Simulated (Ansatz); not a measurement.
# CoO: equation of state with PBEsol

CoO:

```
Co O
1.0
     0.00000    2.13150    2.13150
     2.13150    0.00000    2.13150
     2.13150    2.13150    0.00000
Co O
1 1
Direct
  0.00000 0.00000 0.00000
  0.50000 0.50000 0.50000
```

```
Program             : Ansatz 0.2.0
Task                : equation of state
Functional          : PBEsol
Potentials or basis : Ansatz PAW
Cutoff              : 420 eV
Density cutoff      : 1680 eV
k mesh              : 11 × 11 × 11
Occupations         : fermi-dirac, width 0.05 eV
Spin                : collinear spin, ferromagnetic start
Starting moments    : [2.0, 0.0] μB
```

```yaml
Equilibrium_volume: "9.07 Å³/atom (rough: see the caveat)"
Bulk_modulus: 177 GPa (rough)
```

Energy against volume, from the lowest point:
| volume (Å³/atom) | energy (meV/atom) |
| --- | --- |
| 9.103 | 0.00 |
| 9.297 | 3.05 |
| 9.490 | 10.39 |
| 9.684 | 21.51 |
| 9.878 | 36.37 |
| 10.071 | 54.58 |
| 10.265 | 75.93 |

All runs of the series together: 18 s on 2 threads of Arm Neoverse V1 (shared host).

Caveat: the fit is doubtful: noisy points or a state that changes with volume; the minimum lies outside the volumes run.
